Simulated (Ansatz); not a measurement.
# NbAs (I4_1md) in Ansatz: further runs

One crystal, NbAs, is run at these levels: LDA; tasks: single point, equation of state.

Everything below comes from runs of Ansatz 0.2.0. Logs are shortened: lines on timing, memory, paths and dates and some standing lists are left out, and cuts for length are marked.

### 1 Starting point

Symmetry: I4_1md, No. 109, tetragonal system. Conventional cell: a = 3.452 Å, b = 3.452 Å, c = 11.680 Å, α = 90.00°, β = 90.00°, γ = 90.00°. Nb (site symmetry 2mm) has 6 As at 2.60 to 2.63 Å as nearest neighbours. Around As (site symmetry 2mm) lie 6 Nb at 2.60 to 2.63 Å.

### 2 Single point, LDA, 16.35 Å³/atom (volume scaled by 0.94)

File input.yaml:

```yaml
crystal:
  lattice:
    - [-1.6906186857, 1.6906186857, 5.7207828749]
    - [1.6906186857, -1.6906186857, 5.7207828749]
    - [1.6906186857, 1.6906186857, -5.7207828749]
  atoms:
    - { symbol: Nb, position: [0.5, 0.0, 0.5] }
    - { symbol: Nb, position: [0.75, 0.75, 0.0] }
    - { symbol: As, position: [0.916, 0.416, 0.5] }
    - { symbol: As, position: [0.166, 0.166, 0.0] }
kpoints:
  mp_grid: { grid: [11, 11, 11] }
scf:
  occupations: { method: fermi_dirac, width: 0.05 }
hamiltonian:
  xc: lda
  pseudopotentials: { kind: all_electron, lapw: { basis_error: 0.002 } }
output:
  forces: true
  stress: true
  eigenvalues: true
```

Potentials or basis: all-electron LAPW, scalar-relativistic.

Started as:

```console
> ansatz run input.yaml --threads 2 --pin off --max-ram 6144MiB --backend cpu --events-out ev --progress --plain --runs-dir out
```

What it wrote:

```text
Warning: RAYON_NUM_THREADS=2 ignored (pool sized by the plan → 2); use --threads N
LAPW: plane waves up to 8.235 Å⁻¹, error target 2.0e-3 eV per atom; small_component_spin mean_spin; As in spheres of 1.269 Å, 23 of its electrons in bands, Dirac shells []; Nb in spheres of 1.274 Å, 29 of its electrons in bands, Dirac shells [] (how accurate: hamiltonian.pseudopotentials.lapw.basis_error, Limitations)
Engine: ansatz 0.2.0, x86_64-unknown-linux-gnu
Pseudopotentials: kind: all_electron
Pseudopotential: Nb, LAPW, valence charge 29, lapw/all_electron/scalar/gaussian/Nb, Koelling and Harmon's equation, gaussian nucleus
Pseudopotential: As, LAPW, valence charge 23, lapw/all_electron/scalar/gaussian/As, Koelling and Harmon's equation, gaussian nucleus
Functional definition: SPW92
  exchange = slater_x
  correlation = pw_c
Crystal: 4 atoms, lattice volume = 65.404 Å³
Basis set: ecut = 258.3831185954835 eV, 619 PW (Γ), FFT grids on a1+a3, a2+a3, a3, exchange–correlation at level 2
Bands: 63, of which v1, the nominal top of the filled ones, is band 52 counted from 1 (51 counted from 0)
Symmetry: 8 space group operations
Space group: I41md (ITA 109), of the structure as read, at distance tolerance 4.0e-5 Å
k-points: 126 of 1331 (time reversal used)
Non-local potential: Nb, projectors of the file, none
Non-local potential: As, projectors of the file, none
Initial density: superposition of atomic densities (chi_scale 0.1, normalization cell, long waves kept (reshape's long-wave potential 0.00 eV rms))
Initial wavefunctions: plane waves of lowest kinetic energy (no species holds an atomic orbital)
Functional: x = slater, c = lda
iter 1 solved again at ethr=3.43e-3 eV; its pass at ethr=1.00e-1 eV (dr2=3.57e0 eV) is discarded
SCF iter   1: F=—  HF=-330560.241458 eV  |F-HF|=—  |Δ(HF+E_count)|=         —  Δρ=6.08e-2  dr2=3.57e0  ethr=3.43e-3  ⟨swp⟩=2.0  Hψ=50381  notcnv=0
preconditioner: auto → Kerker (q_TF=auto, 2.948 Å⁻¹)  [metal: Δε(μ)=0.024 eV  Ē_g=9.898 eV  σ=0.050 eV  W_gap=0.12  n_scr=32 (ndim 8)  ℏωp=20.5 eV  f_vac=0.000  D(μ)=0.44/eV (n_scr^D=2)]
SCF iter   2: F=—  HF=-330558.616407 eV  |F-HF|=—  |Δ(HF+E_count)|=    1.63e0  Δρ=2.28e-2  dr2=4.53e-1  ethr=3.43e-3  ⟨swp⟩=2.0  Hψ=23841  notcnv=0
SCF iter   3: F=—  HF=-330558.557618 eV  |F-HF|=—  |Δ(HF+E_count)|=   5.88e-2  Δρ=1.57e-2  dr2=2.38e-1  ethr=4.36e-4  ⟨swp⟩=2.0  Hψ=23735  notcnv=0  defer=1
iter 4 solved again at ethr=5.08e-6 eV; its pass at ethr=2.29e-4 eV (dr2=5.29e-3 eV) is discarded
SCF iter   4: F=—  HF=-330558.533558 eV  |F-HF|=—  |Δ(HF+E_count)|=   2.41e-2  Δρ=3.07e-3  dr2=5.28e-3  ethr=5.08e-6  ⟨swp⟩=2.0  Hψ=40416  notcnv=0
SCF iter   5: F=—  HF=-330558.529319 eV  |F-HF|=—  |Δ(HF+E_count)|=   4.24e-3  Δρ=1.41e-3  dr2=1.44e-3  ethr=5.08e-6  ⟨swp⟩=2.0  Hψ=23691  notcnv=0
SCF iter   6: F=—  HF=-330558.527009 eV  |F-HF|=—  |Δ(HF+E_count)|=   2.31e-3  Δρ=7.77e-4  dr2=3.28e-4  ethr=1.39e-6  ⟨swp⟩=2.0  Hψ=23685  notcnv=0
SCF iter   7: F=—  HF=-330558.526977 eV  |F-HF|=—  |Δ(HF+E_count)|=   3.23e-5  Δρ=2.50e-4  dr2=3.46e-5  ethr=3.16e-7  ⟨swp⟩=2.0  Hψ=23685  notcnv=0
SCF iter   8: F=—  HF=-330558.526977 eV  |F-HF|=—  |Δ(HF+E_count)|=   4.86e-7  Δρ=5.29e-5  dr2=3.26e-6  ethr=3.33e-8  ⟨swp⟩=2.0  Hψ=23685  notcnv=0
SCF iter   9: F=—  HF=-330558.526976 eV  |F-HF|=—  |Δ(HF+E_count)|=   1.07e-6  Δρ=1.85e-5  dr2=2.73e-7  ethr=3.14e-9  ⟨swp⟩=2.0  Hψ=23685  notcnv=0
SCF iter  10: F=-330558.526976 eV  HF=-330558.526976 eV  |F-HF|=5.44e-8  |Δ(HF+E_count)|=   6.97e-8  Δρ=5.66e-6  dr2=4.36e-8  ethr=2.62e-10  ⟨swp⟩=2.0  Hψ=23685  notcnv=0
SCF 1 converged in 10 iterations: F = -330558.526976 eV  dr2 = 4.36e-8
SCF converged after 10 iterations
Free energy (F): -330558.526976 eV
Harris-Foulkes:  -330558.526976 eV  (|F-HF|=5.44e-8)
Internal energy: -330558.521121 eV  (E = F + TS)
E sigma→0 (E₀):  -330558.524048 eV
Entropy (-TS):   -0.005855 eV (-1.464 meV/atom)
Fermi energy:    18.847211 eV
--- Per-component energies (eV) ---
  E_band       = -9680.432244
  E_kinetic    = 340379.870853
  E_xc         = -10661.826897
  E_electrostatic = -660276.565077  (all electrons and nuclei)
  E_smearing   = -0.005855  (= −TS)
  E_closure    = 0.000000  (closes the sum)
  E_atoms      = -330522.185761  (free atoms, spherical and without spin; not in F)
  Σ components = -330558.526976   (vs F -330558.526976, Δ=0.00e0)
  Basis errors (estimates in eV, not in F): energy 6.5e-4 per atom: plane waves 5.9e-4 (3.3e-4 summed), levels above the bands 5.4e-74, relativity 7.1e-9, radial functions 5.9e-5, core shells 3.3e-6; eigenvalues (radial functions only) 1.6e-6; not estimated: angular momenta, meshes, grids; target (lapw.basis_error) 2.0e-3; muffin-tin radii As 1.269 Å, Nb 1.274 Å
--- Forces (eV/Å), atoms counted from 1 ---
  atom   1  Nb     0.00000000     0.00000000    -0.35718494
  atom   2  Nb     0.00000000     0.00000000    -0.35718494
  atom   3  As    -0.00000000     0.00000000     0.35718407
  atom   4  As    -0.00000000     0.00000000     0.35718407
  max |Σ_I F_I| component: 1.73e-6 eV/Å
--- Stress (GPa, compression-positive) ---
        5.940344       0.000000      -0.000000
        0.000000       5.940344       0.000000
       -0.000000       0.000000       6.211304
  P = ⅓ Tr σ = 6.0307 GPa (60.307 kbar)
--- Band table (eV; the first three rows and the last of 126) ---
  k-point 0: bands = ["-323.8083", "-323.8083", "-323.7913", "-323.7913", "-323.7904", "-323.7904", "-174.0557", "-174.0557", "-174.0522", "-174.0522", "-174.0492", "-174.0492", "-174.0384", "-174.0384", "-174.0374", "-174.0374", "-165.2246", "-165.2246", "-109.1526", "-109.1525", "-109.1434", "-109.1434", "-109.1363", "-109.1363", "-35.9789", "-35.9402", "-16.7586", "-16.7586", "-16.7374", "-16.7339", "-16.7327", "-16.7307", "-16.7257", "-16.7215", "-16.7215", "-16.7200", "-12.3400", "-12.1577", "-12.1577", "-11.9852", "-11.9852", "-11.9342", "5.2394", "7.7235", "12.3572", "15.8306", "16.4974", "16.4974", "16.6463", "17.0182", "17.4123", "17.4123", "19.6407", "20.2708", "21.4557", "22.1151", "22.1151", "22.7599", "23.1152", "23.1152", "24.5309", "25.1501", "27.9442"]
  k-point 1: bands = ["-323.8083", "-323.8083", "-323.7913", "-323.7913", "-323.7904", "-323.7904", "-174.0557", "-174.0557", "-174.0522", "-174.0522", "-174.0492", "-174.0492", "-174.0384", "-174.0384", "-174.0374", "-174.0374", "-165.2246", "-165.2246", "-109.1526", "-109.1525", "-109.1434", "-109.1434", "-109.1363", "-109.1363", "-35.9755", "-35.9385", "-16.7596", "-16.7578", "-16.7365", "-16.7346", "-16.7331", "-16.7329", "-16.7249", "-16.7219", "-16.7201", "-16.7188", "-12.3278", "-12.1790", "-12.1749", "-12.0081", "-11.9996", "-11.9314", "5.4604", "7.7824", "12.4923", "15.4336", "16.3051", "16.3905", "16.4331", "16.9108", "17.4694", "17.6337", "19.3151", "19.8737", "21.4752", "21.7284", "22.3867", "22.7097", "22.9643", "23.6522", "25.3585", "26.4245", "27.7197"]
  k-point 2: bands = ["-323.8083", "-323.8083", "-323.7913", "-323.7913", "-323.7904", "-323.7904", "-174.0557", "-174.0557", "-174.0522", "-174.0522", "-174.0492", "-174.0492", "-174.0384", "-174.0384", "-174.0374", "-174.0374", "-165.2246", "-165.2246", "-109.1526", "-109.1525", "-109.1434", "-109.1434", "-109.1363", "-109.1363", "-35.9663", "-35.9342", "-16.7623", "-16.7554", "-16.7399", "-16.7373", "-16.7339", "-16.7316", "-16.7226", "-16.7211", "-16.7177", "-16.7168", "-12.3025", "-12.2338", "-12.2103", "-12.0605", "-12.0372", "-11.9324", "6.0538", "7.8944", "12.9506", "14.5607", "15.2597", "15.8042", "16.0700", "17.1272", "17.8577", "18.0441", "19.0936", "19.2571", "21.0539", "21.7372", "22.8306", "22.9446", "22.9569", "24.4875", "27.0477", "27.3999", "28.5344"]
  k-point 125: bands = ["-323.8083", "-323.8083", "-323.7913", "-323.7913", "-323.7904", "-323.7904", "-174.0557", "-174.0557", "-174.0522", "-174.0522", "-174.0492", "-174.0492", "-174.0384", "-174.0384", "-174.0374", "-174.0374", "-165.2246", "-165.2246", "-109.1525", "-109.1525", "-109.1434", "-109.1434", "-109.1363", "-109.1363", "-35.9587", "-35.9580", "-16.7611", "-16.7608", "-16.7338", "-16.7335", "-16.7330", "-16.7324", "-16.7242", "-16.7237", "-16.7191", "-16.7188", "-12.2032", "-12.1664", "-12.1387", "-12.1283", "-11.9902", "-11.9703", "6.3254", "6.3493", "14.5581", "14.7205", "15.6556", "15.9480", "16.0381", "16.5276", "17.9004", "18.4722", "19.6690", "20.5147", "20.7077", "20.9890", "22.2550", "22.3679", "23.5135", "24.2829", "25.8439", "26.4822", "27.5349"]
```

Run time: 2.4 min. Hardware: 2 threads of AMD EPYC 7R43 (Zen 3), shared host; peak memory 1 GiB.

Results:

* Free energy: -330558.5270 eV
* Pressure: 6.0 GPa
* Largest force: 0.357 eV/Å
* Band gap on the k mesh: 0.03 eV, indirect (least direct gap 0.08 eV)

Caveat: an odd mesh through Γ misses points on the zone boundary, where band edges often lie.

### 3 Single point, LDA, 16.70 Å³/atom (volume scaled by 0.96)

input.yaml: that of step 2 with these lines changed.

```diff
@@ -2,5 +2,5 @@
   lattice:
-    - [-1.6906186857, 1.6906186857, 5.7207828749]
-    - [1.6906186857, -1.6906186857, 5.7207828749]
-    - [1.6906186857, 1.6906186857, -5.7207828749]
+    - [-1.7025248434, 1.7025248434, 5.7610714056]
+    - [1.7025248434, -1.7025248434, 5.7610714056]
+    - [1.7025248434, 1.7025248434, -5.7610714056]
   atoms:
```

Potentials or basis: all-electron LAPW, scalar-relativistic.

Started as:

```console
> ansatz run input.yaml --threads 2 --pin off --max-ram 6144MiB --backend cpu --events-out ev --progress --plain --runs-dir out
```

Run time: 2.8 min. Hardware: 2 threads of AMD EPYC 7R43 (Zen 3), shared host; peak memory 0.97 GiB.

It converged, with:

```yaml
Free_energy: -330558.5603 eV
Pressure: 1.7 GPa
Largest_force: 0.328 eV/Å
Band_gap_on_the_k_mesh: none (metal or under the smearing width)
```

### 4 Single point, LDA, 17.05 Å³/atom (volume scaled by 0.98)

input.yaml: that of step 3 with these lines changed.

```diff
@@ -2,5 +2,5 @@
   lattice:
-    - [-1.7025248434, 1.7025248434, 5.7610714056]
-    - [1.7025248434, -1.7025248434, 5.7610714056]
-    - [1.7025248434, 1.7025248434, -5.7610714056]
+    - [-1.7142667651, 1.7142667651, 5.8008041881]
+    - [1.7142667651, -1.7142667651, 5.8008041881]
+    - [1.7142667651, 1.7142667651, -5.8008041881]
   atoms:
```

Started as:

```console
> ansatz run input.yaml --threads 2 --pin off --max-ram 6144MiB --backend cpu --events-out ev --progress --plain --runs-dir out
```

It took 2.3 min on 2 threads of AMD EPYC 7R43 (Zen 3), shared host; peak memory 0.96 GiB.

The run converged. Its results:

| Quantity | Value |
| --- | --- |
| Free energy | -330558.5584 eV |
| Pressure | -2.1 GPa |
| Largest force | 0.300 eV/Å |
| Band gap on the k mesh | none (metal or under the smearing width) |

### 5 Single point, LDA, 17.39 Å³/atom

input.yaml: that of step 4 with these lines changed.

```diff
@@ -2,5 +2,5 @@
   lattice:
-    - [-1.7142667651, 1.7142667651, 5.8008041881]
-    - [1.7142667651, -1.7142667651, 5.8008041881]
-    - [1.7142667651, 1.7142667651, -5.8008041881]
+    - [-1.72585, 1.72585, 5.84]
+    - [1.72585, -1.72585, 5.84]
+    - [1.72585, 1.72585, -5.84]
   atoms:
```

Started as:

```console
> ansatz run input.yaml --threads 2 --pin off --max-ram 6144MiB --backend cpu --events-out ev --progress --plain --runs-dir out
```

It took 2.3 min on 2 threads of AMD EPYC 7R43 (Zen 3), shared host; peak memory 0.96 GiB.

Results (log left out):

* Free energy: -330558.5249 eV
* Pressure: -5.5 GPa
* Largest force: 0.275 eV/Å
* Band gap on the k mesh: none (metal or under the smearing width)

### 6 Single point, LDA, 17.74 Å³/atom (volume scaled by 1.02)

input.yaml: that of step 5 with these lines changed.

```diff
@@ -2,5 +2,5 @@
   lattice:
-    - [-1.72585, 1.72585, 5.84]
-    - [1.72585, -1.72585, 5.84]
-    - [1.72585, 1.72585, -5.84]
+    - [-1.7372798033, 1.7372798033, 5.8786766238]
+    - [1.7372798033, -1.7372798033, 5.8786766238]
+    - [1.7372798033, 1.7372798033, -5.8786766238]
   atoms:
```

Potentials or basis: all-electron LAPW, scalar-relativistic.

Started as:

```console
> ansatz run input.yaml --threads 2 --pin off --max-ram 6144MiB --backend cpu --events-out ev --progress --plain --runs-dir out
```

It took 2.1 min on 2 threads of AMD EPYC 7R43 (Zen 3), shared host; peak memory 0.97 GiB.

Results (log left out):

```yaml
Free_energy: -330558.4632 eV
Pressure: -8.6 GPa
Largest_force: 0.251 eV/Å
Band_gap_on_the_k_mesh: none (metal or under the smearing width)
```

### 7 Single point, LDA, 18.09 Å³/atom (volume scaled by 1.04)

input.yaml: that of step 6 with these lines changed.

```diff
@@ -2,5 +2,5 @@
   lattice:
-    - [-1.7372798033, 1.7372798033, 5.8786766238]
-    - [1.7372798033, -1.7372798033, 5.8786766238]
-    - [1.7372798033, 1.7372798033, -5.8786766238]
+    - [-1.7485611571, 1.7485611571, 5.9168509183]
+    - [1.7485611571, -1.7485611571, 5.9168509183]
+    - [1.7485611571, 1.7485611571, -5.9168509183]
   atoms:
```

Started as:

```console
> ansatz run input.yaml --threads 2 --pin off --max-ram 6144MiB --backend cpu --events-out ev --progress --plain --runs-dir out
```

It took 2.8 min on 2 threads of AMD EPYC 7R43 (Zen 3), shared host; peak memory 0.95 GiB.

The run converged. Its results:

* Free energy: -330558.3763 eV
* Pressure: -11.3 GPa
* Largest force: 0.229 eV/Å
* Band gap on the k mesh: none (metal or under the smearing width)

### 8 Single point, LDA, 18.44 Å³/atom (volume scaled by 1.06)

input.yaml: that of step 7 with these lines changed.

```diff
@@ -2,5 +2,5 @@
   lattice:
-    - [-1.7485611571, 1.7485611571, 5.9168509183]
-    - [1.7485611571, -1.7485611571, 5.9168509183]
-    - [1.7485611571, 1.7485611571, -5.9168509183]
+    - [-1.7596987896, 1.7596987896, 5.9545388829]
+    - [1.7596987896, -1.7596987896, 5.9545388829]
+    - [1.7596987896, 1.7596987896, -5.9545388829]
   atoms:
```

Started as:

```console
> ansatz run input.yaml --threads 2 --pin off --max-ram 6144MiB --backend cpu --events-out ev --progress --plain --runs-dir out
```

Run time: 2.7 min. Hardware: 2 threads of AMD EPYC 7R43 (Zen 3), shared host; peak memory 0.96 GiB.

Results (log left out):

```yaml
Free_energy: -330558.2670 eV
Pressure: -13.8 GPa
Largest_force: 0.208 eV/Å
Band_gap_on_the_k_mesh: none (metal or under the smearing width)
```

### 9 Equation of state, LDA

Potentials or basis: all-electron LAPW, scalar-relativistic.

No new run: the results of the series are fitted here.

What came out:

| Quantity | Value |
| --- | --- |
| Equilibrium volume | 16.85 Å³/atom |
| Bulk modulus at fixed shape and positions | 187 GPa |
| Pressure derivative of the bulk modulus | 4.5 |

Energy against volume, from the lowest point:
| volume (Å³/atom) | energy (meV/atom) |
| --- | --- |
| 16.351 | 8.34 |
| 16.699 | 0.00 |
| 17.047 | 0.48 |
| 17.395 | 8.85 |
| 17.743 | 24.27 |
| 18.091 | 45.99 |
| 18.438 | 73.34 |

Caveat: the cell was scaled at fixed shape and fractional positions, which overstates the stiffness of a crystal with free parameters, most of all of layers and chains.
